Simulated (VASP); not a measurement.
# BN in VASP: one cell, several levels of theory, part 2 of 2

VASP 6.6.1, plane waves, PAW.

### Step 3. r2SCAN

Contents of INCAR:

```
ENCUT = 520.000000
SIGMA = 0.010000
EDIFF = 1.00e-07
ALGO = Normal
METAGGA = R2SCAN
PREC = Accurate
IBRION = -1
ISIF = 2
ISMEAR = 0
NBANDS = 11
NELM = 120
NSW = 0
LASPH = .TRUE.
LCHARG = .TRUE.
LELF = .TRUE.
LWAVE = .FALSE.
LREAL = .FALSE.
```

Contents of KPOINTS:

```
KPOINTS created by Atomic Simulation Environment
0
Gamma
12 12 12
0 0 0
```

Contents of KPOINTS_OPT:

```
special points
7
Reciprocal
0.0000000000 0.0000000000 0.0000000000 1
-0.5000000000 -0.5000000000 0.0000000000 1
-0.3750000000 -0.3750000000 0.2500000000 1
-0.3750000000 0.0000000000 0.3750000000 1
0.0000000000 0.0000000000 0.5000000000 1
-0.5000000000 -0.2500000000 0.2500000000 1
0.0000000000 0.5000000000 0.5000000000 1
```

Contents of POSCAR:

```
B  N
 1.0000000000000000
    -0.0554560606000000    1.8215624230000000    1.8215624230000000
     1.8215624230000000   -0.0554560606000000    1.8215624230000000
     1.8215624230000000    1.8215624230000000   -0.0554560606000000
 B   N
   1   1
Cartesian
  0.0003668791073425  0.0003668791073425  0.0003668791073425
  0.8965503172426574  0.8965503172426574  0.8965503172426574
```

Run with:

```console
mpirun -np 1 vasp_std
```

Standard output, without the iteration lines:

```text
POSCAR found type information on POSCAR B N
 POSCAR found :  2 types and       2 ions
 -----------------------------------------------------------------------------
|                                                                             |
|                                                                             |
|     You enforced a specific xc type in the INCAR file but a different       |
|     I HOPE YOU KNOW WHAT YOU ARE DOING!                                     |
|                                                                             |
 -----------------------------------------------------------------------------

 LDA part: xc-table for (None), standard interpolation
 POSCAR, INCAR and KPOINTS ok, starting setup
 FFT: planning ... GRIDC
 FFT: planning ... GRID_SOFT
 FFT: planning ... GRID
 WAVECAR not read
 entering main loop
 Start KPOINTS_OPT (optional k-point list driver)
k-point batch [1-7\7]
```

OSZICAR:

```text
N       E                     dE             d eps       ncg     rms          rms(c)
DAV:   1     0.752438124865E+01    0.75244E+01   -0.50606E+03  4273   0.739E+02
DAV:   2    -0.217169590205E+02   -0.29241E+02   -0.28284E+02  5014   0.168E+02
DAV:   3    -0.222646642190E+02   -0.54771E+00   -0.54679E+00  4940   0.199E+01
DAV:   4    -0.222654034229E+02   -0.73920E-03   -0.73919E-03  4416   0.813E-01
DAV:   5    -0.222654042517E+02   -0.82876E-06   -0.82877E-06  4803   0.267E-02    0.628E+00
DAV:   6    -0.190555626540E+02    0.32098E+01   -0.20061E+00  4167   0.787E+00    0.331E+00
DAV:   7    -0.190631140734E+02   -0.75514E-02   -0.21311E-01  4378   0.346E+00    0.179E+00
DAV:   8    -0.190648456070E+02   -0.17315E-02   -0.40320E-02  4452   0.131E+00    0.160E-01
DAV:   9    -0.190644787013E+02    0.36691E-03   -0.62941E-03  4746   0.521E-01    0.989E-02
DAV:  10    -0.190644491191E+02    0.29582E-04   -0.55608E-04  4530   0.171E-01    0.312E-02
DAV:  11    -0.190644529946E+02   -0.38755E-05   -0.48108E-05  4629   0.553E-02    0.871E-03
DAV:  12    -0.190644536232E+02   -0.62858E-06   -0.11520E-06  4620   0.105E-02    0.207E-03
DAV:  13    -0.190644536045E+02    0.18705E-07   -0.25914E-07  4386   0.365E-03
   1 F= -.19064454E+02 E0= -.19064454E+02  d E =-.440991E-37
       N       E                     dE             ncg
DAV:   1     0.124501344134E+04   -0.24731E+04      170
DAV:   2     0.105745426878E+04   -0.18756E+03      187
DAV:   3     0.105477307492E+04   -0.26812E+01      169
DAV:   4     0.105477052851E+04   -0.25464E-02      178
DAV:   5     0.105477052597E+04   -0.25419E-05      172
DAV:   6     0.105477052596E+04   -0.37139E-08      172
```

From OUTCAR:

```text
k-points           NKPTS =    189   k-points in BZ     NKDIM =    189   number of bands    NBANDS=     11

   NELECT =       8.0000    total number of electrons

   dimension x,y,z NGX =    20 NGY =   20 NGZ =   20
   dimension x,y,z NGXF=    40 NGYF=   40 NGZF=   40

  energy-cutoff  :      520.00
  volume of cell :       12.64
      direct lattice vectors                 reciprocal lattice vectors
    -0.055456061  1.821562423  1.821562423    -0.262262359  0.270497445  0.270497445
     1.821562423 -0.055456061  1.821562423     0.270497445 -0.262262359  0.270497445
     1.821562423  1.821562423 -0.055456061     0.270497445  0.270497445 -0.262262359

 k-points in reciprocal lattice and weights: KPOINTS created by Atomic Simulation Env
   0.00000000  0.00000000  0.00000000       0.001
   0.08333333  0.00000000  0.00000000       0.003
   0.16666667  0.00000000  0.00000000       0.003
   0.25000000  0.00000000  0.00000000       0.003
   0.33333333  0.00000000  0.00000000       0.003
   0.41666667 -0.00000000 -0.00000000       0.003
   0.50000000  0.00000000  0.00000000       0.002
   0.08333333  0.08333333  0.00000000       0.003
[... 181 more k-points ...]

 E-fermi :   6.5601

 k-point     1 :       0.0000    0.0000    0.0000
  band No.  band energies     occupation
      1     -14.1023      2.00000
      2       6.3987      2.00000
      3       6.3987      2.00000
      4       6.4744      2.00000
      5      15.2411      0.00000
      6      15.2411      0.00000
      7      15.3339      0.00000
      8      17.4789      0.00000
      9      31.2503      0.00000
     10      34.3845      0.00000
     11      34.3845      0.00000

 k-point     2 :       0.0833    0.0000    0.0000
  band No.  band energies     occupation
      1     -13.9407      2.00000
      2       5.4498      2.00000
      3       6.2456      2.00000
      4       6.3042      2.00000
      5      15.3676      0.00000
      6      15.4962      0.00000
      7      16.0198      0.00000
      8      17.7507      0.00000
      9      31.1454      0.00000
     10      32.2078      0.00000
     11      32.8367      0.00000

 k-point     3 :       0.1667    0.0000    0.0000
  band No.  band energies     occupation
      1     -13.4639      2.00000
      2       3.3157      2.00000
      3       5.8694      2.00000
      4       5.8894      2.00000
      5      15.6946      0.00000
      6      16.1034      0.00000
      7      17.0903      0.00000
      8      18.6922      0.00000
      9      30.5817      0.00000
     10      30.6828      0.00000
     11      31.6817      0.00000

 k-point     4 :       0.2500    0.0000    0.0000
  band No.  band energies     occupation
      1     -12.7000      2.00000
      2       0.8666      2.00000
      3       5.3994      2.00000
      4       5.4308      2.00000
      5      16.0068      0.00000
      6      16.7159      0.00000
      7      17.7789      0.00000
      8      20.0254      0.00000
      9      30.0379      0.00000
     10      30.2462      0.00000
     11      31.3767      0.00000

 k-point     5 :       0.3333    0.0000    0.0000
  band No.  band energies     occupation
      1     -11.7226      2.00000
      2      -1.4547      2.00000
      3       4.9731      2.00000
      4       5.0548      2.00000
      5      16.2268      0.00000
      6      17.0703      0.00000
      7      18.1286      0.00000
      8      21.1378      0.00000
      9      30.0782      0.00000
     10      30.6435      0.00000
     11      32.0814      0.00000

 k-point     6 :       0.4167   -0.0000   -0.0000
  band No.  band energies     occupation
      1     -10.7351      2.00000
      2      -3.2921      2.00000
      3       4.6917      2.00000
      4       4.8094      2.00000
      5      16.3493      0.00000
      6      17.1737      0.00000
      7      18.2402      0.00000
      8      21.8287      0.00000
      9      30.1736      0.00000
     10      32.0108      0.00000
     11      33.0142      0.00000

 k-point     7 :       0.5000    0.0000    0.0000
  band No.  band energies     occupation
      1     -10.2527      2.00000
      2      -4.0640      2.00000
      3       4.5943      2.00000
      4       4.7250      2.00000
      5      16.3873      0.00000
      6      17.1819      0.00000
      7      18.2559      0.00000
      8      22.0615      0.00000
      9      30.3081      0.00000
     10      32.8973      0.00000
     11      32.9210      0.00000

 k-point     8 :       0.0833    0.0833    0.0000
  band No.  band energies     occupation
      1     -13.8818      2.00000
      2       5.7665      2.00000
      3       5.8334      2.00000
      4       5.9948      2.00000
      5      15.0506      0.00000
      6      15.9985      0.00000
      7      16.0116      0.00000
      8      17.9778      0.00000
      9      29.7201      0.00000
     10      32.0686      0.00000
     11      34.6673      0.00000

 k-point     9 :       0.1667    0.0833    0.0000
  band No.  band energies     occupation
      1     -13.5051      2.00000
      2       4.0014      2.00000
      3       5.4666      2.00000
      4       5.7919      2.00000
      5      15.1651      0.00000
      6      16.3721      0.00000
      7      17.1273      0.00000
      8      18.7069      0.00000
      9      28.0691      0.00000
     10      32.1155      0.00000
     11      33.6620      0.00000

 k-point    10 :       0.2500    0.0833   -0.0000
  band No.  band energies     occupation
      1     -12.8312      2.00000
      2       1.6689      2.00000
      3       4.9631      2.00000
      4       5.4476      2.00000
      5      15.6922      0.00000
      6      16.7422      0.00000
      7      18.0117      0.00000
      8      19.7000      0.00000
      9      27.4463      0.00000
     10      31.8370      0.00000
     11      33.0542      0.00000

 k-point    11 :       0.3333    0.0833   -0.0000
  band No.  band energies     occupation
      1     -11.9154      2.00000
      2      -0.6736      2.00000
      3       4.5761      2.00000
      4       4.9685      2.00000
      5      16.2152      0.00000
      6      17.0352      0.00000
      7      18.4944      0.00000
      8      20.5789      0.00000
      9      27.8777      0.00000
     10      31.6524      0.00000
     11      33.2211      0.00000

 k-point    12 :       0.4167    0.0833    0.0000
  band No.  band energies     occupation
      1     -10.9048      2.00000
      2      -2.6725      2.00000
      3       4.3566      2.00000
      4       4.5212      2.00000
      5      16.5398      0.00000
      6      17.1739      0.00000
      7      18.6140      0.00000
      8      21.4189      0.00000
      9      28.7195      0.00000
     10      31.9868      0.00000
     11      33.5395      0.00000

 k-point    13 :       0.5000    0.0833   -0.0000
  band No.  band energies     occupation
      1     -10.1976      2.00000
      2      -3.8376      2.00000
      3       4.1236      2.00000
      4       4.4074      2.00000
      5      16.7380      0.00000
      6      17.2015      0.00000
      7      18.5327      0.00000
      8      22.0368      0.00000
      9      29.2909      0.00000
     10      32.7730      0.00000
     11      33.3380      0.00000

 k-point    14 :      -0.4167    0.0833    0.0000
  band No.  band energies     occupation
      1     -10.3808      2.00000
      2      -3.5477      2.00000
      3       3.9505      2.00000
      4       4.6058      2.00000
      5      16.8149      0.00000
      6      17.2686      0.00000
      7      18.3996      0.00000
      8      22.0615      0.00000
      9      29.5192      0.00000
     10      32.3394      0.00000
     11      33.2776      0.00000

 k-point    15 :      -0.3333    0.0833   -0.0000
  band No.  band energies     occupation
      1     -11.2698      2.00000
      2      -1.9961      2.00000
      3       3.9739      2.00000
      4       4.9798      2.00000
      5      16.7077      0.00000
      6      17.3770      0.00000
      7      18.2530      0.00000
      8      21.4199      0.00000
      9      29.4638      0.00000
     10      30.7609      0.00000
     11      33.2611      0.00000

 k-point    16 :      -0.2500    0.0833   -0.0000
  band No.  band energies     occupation
      1     -12.2733      2.00000
      2       0.1687      2.00000
      3       4.2097      2.00000
      4       5.4626      2.00000
      5      16.4457      0.00000
      6      17.2060      0.00000
      7      18.0855      0.00000
      8      20.3282      0.00000
      9      29.1446      0.00000
     10      29.8710      0.00000
     11      32.9455      0.00000

[... the tables of k-points 17 to 189 left out ...]

  Total       -1.8144004     -1.8144004     -1.8144004      0.9469287      0.9469287      0.9469287
  in kB     -229.9822206   -229.9822206   -229.9822206    120.0268486    120.0268486    120.0268486
  external PRESSURE =    -229.9822206 kB  Pullay stress =       0.0000000 kB

 POSITION                                       TOTAL-FORCE (eV/Angst)
 -----------------------------------------------------------------------------------
      0.00037      0.00037      0.00037        -0.006549     -0.006549     -0.006549
      0.89655      0.89655      0.89655         0.006549      0.006549      0.006549
 -----------------------------------------------------------------------------------
    total drift:                               -0.000122     -0.000122     -0.000122

  FREE ENERGIE OF THE ION-ELECTRON SYSTEM (eV)
  ---------------------------------------------------
  free  energy   TOTEN  =       -19.0644536045 eV

  energy  without entropy=      -19.0644536045  energy(sigma->0) =      -19.06445360
```

Hardware: 1 MPI rank of Intel Xeon Platinum 8488C, shared host.

The levels at the points of KPOINTS_OPT are read from vasprun.xml.

Near the gap, in eV above the top of the last filled band v; c is the band after it:

| point | v−1 | v | c | c+1 |
| --- | --- | --- | --- | --- |
| Γ | -0.08 | 0.00 | 8.77 | 8.77 |
| X | -5.07 | -4.52 | 4.79 | 9.45 |
| U | -7.34 | -4.21 | 6.89 | 13.42 |
| K | -7.46 | -3.76 | 7.54 | 12.50 |
| L | -1.88 | -1.75 | 9.91 | 10.71 |
| W | -6.72 | -6.25 | 9.91 | 13.06 |

The r2SCAN gap is 4.79 eV and indirect (Γ to X), with 8.77 eV as the least direct one. The pressure is -23.00 GPa, and the largest force is 0.011 eV/Å, on atom 1 (B).

The maps below are laid out on this run's own conventional cell (a, b, c = 2.655, 2.655, 6.214 Å).

Density in a lattice plane of the grid's cell (edges 2.65 and 6.21 Å, at 0.333 of the third edge), which holds B and N.

Values in e/Å³, 12 rows by 6 columns:
```
0.70 1.23 0.73 0.22 0.11 0.22
0.35 0.55 0.36 0.13 0.08 0.13
0.26 0.29 0.26 0.25 0.27 0.25
0.57 0.38 0.58 1.31 1.99 1.30
0.71 0.35 0.73 2.63 3.71 2.59
0.34 0.16 0.36 1.31 2.44 1.32
0.25 0.16 0.26 0.64 1.00 0.65
0.58 0.54 0.58 0.65 0.36 0.64
0.73 0.83 0.71 0.59 0.51 0.61
0.36 0.47 0.35 0.21 0.18 0.22
0.26 0.37 0.25 0.12 0.08 0.12
0.58 0.94 0.58 0.20 0.10 0.20
```
Columns run along the first of these edges and rows up along the second, over one cell in 6 and 12 even steps from the bottom left corner. Atoms in the plane (fractional): B at (0.67, 0.33), N at (0.67, 0.58).

ELF in the same plane.

Ten even steps from ' ' (0.02) to '@' (0.92):
```
%%@@@@%%++::    ..==
##%%@@##++..      --
++**##++--        ::
::====--..          
..::::::..::::--::..
==::::--**########**
##==--**%%@@####%%@@
%%==--##%%%%--::**%%
**--::++####====**%%
==..  ::**%%@@@@%%##
..    ..==%%@@@@%%++
::....::--==++++++--
**++++**++::    ..==
%%####%%##++..  --##
##########++--::==##
++******++--::::--==
--====--::..    ..::
..::::::..          
--==++==::        ..
##%%@@##++..    ..--
```
Columns run along the first of these edges and rows up along the second, over one cell in 10 and 20 even steps from the bottom left corner. Atoms in the plane (fractional): B at (0.67, 0.33), N at (0.67, 0.58).

Both are smooth fields of the valence electrons: close to the nuclei they are not physical.

The highest ELF values outside the cores: 0.92 on the N–B line, 0.8 Å from N.

### Step 4. Summary

The summary covers parts 1 to 2.

```
 level  gap (eV)  pressure (GPa)  largest force (eV/Å)  Ansatz: gap (eV)  Ansatz: pressure (GPa)  Ansatz: force (eV/Å)
   PBE      4.29          -18.89                 0.065              4.30                  -18.96                 0.056
r2SCAN      4.79          -23.00                 0.011              4.81                  -23.84                 0.000
```

In words: The gap runs from 4.29 eV (PBE) to 4.79 eV (r2SCAN). The pressure is highest with PBE (-18.9 GPa) and lowest with r2SCAN (-23.0 GPa), which orders the cells that they would relax to. Forces up to 0.07 eV/Å (PBE) show atoms off their equilibrium places at that level; the least is 0.011 eV/Å (r2SCAN). The two programs agree on the gap within 0.03 eV, far less than the spread between functionals. The two codes have different PAW datasets and cutoffs.
